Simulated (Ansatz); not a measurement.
# How far is this LiF from the hull?

Level of theory: DFT PBE, scalar-relativistic, plane waves, PAW (Ansatz). Settings: cutoff 420 eV, Γ-centred meshes spaced at most about 0.3 Å⁻¹ (2π included), Gaussian smearing. No spin polarisation.

The zero of energy is the elements' standard structures at the same level (F₂ as a molecule); no fitted shifts are applied.

All energies are static (0 K, no zero-point motion).

The competitors are the elements and 1 reference phase of this chemical system (from databases or known types: LiF), relaxed at the same level; other known phases may be missing.

The candidate was reached from: 4-connected net, two elements alternating.

```yaml
crystal:
  lattice:
    - [1.48047, -2.56797, 0.00000]
    - [1.48047, 2.56797, 0.00000]
    - [0.00000, 0.00000, 7.36305]
  atoms:
    - { symbol: Li, position: [0.00000, 0.50000, 0.33337] }
    - { symbol: Li, position: [0.50000, 0.00000, 0.66663] }
    - { symbol: Li, position: [0.50000, 0.50000, 0.00000] }
    - { symbol: F, position: [0.50000, 0.00000, 0.16665] }
    - { symbol: F, position: [0.00000, 0.50000, 0.83335] }
    - { symbol: F, position: [0.00000, 0.00000, 0.50000] }
```

Q: Where does it stand against these competitors?

A: Not the lowest form: another structure of the same formula lies lower. Its formation energy is -2.887 eV/atom. The lowest competing phase at this composition is this:

```tsv
phase	space group	source	share of atoms	ΔE_f (eV/atom)
LiF	P6_3mc (No. 186)	Materials Project	1.0000	-2.953
```

The candidate lies 66 meV/atom above this phase. The candidate matches no cell in the subsets of the Crystallography Open Database and the Materials Project at hand. It is metastable at best. Shaken at random and relaxed again it fell by 58 meV/atom, so it probably isn't a firm minimum. The Crystallography Open Database lists this formula in another space group (No. 225).
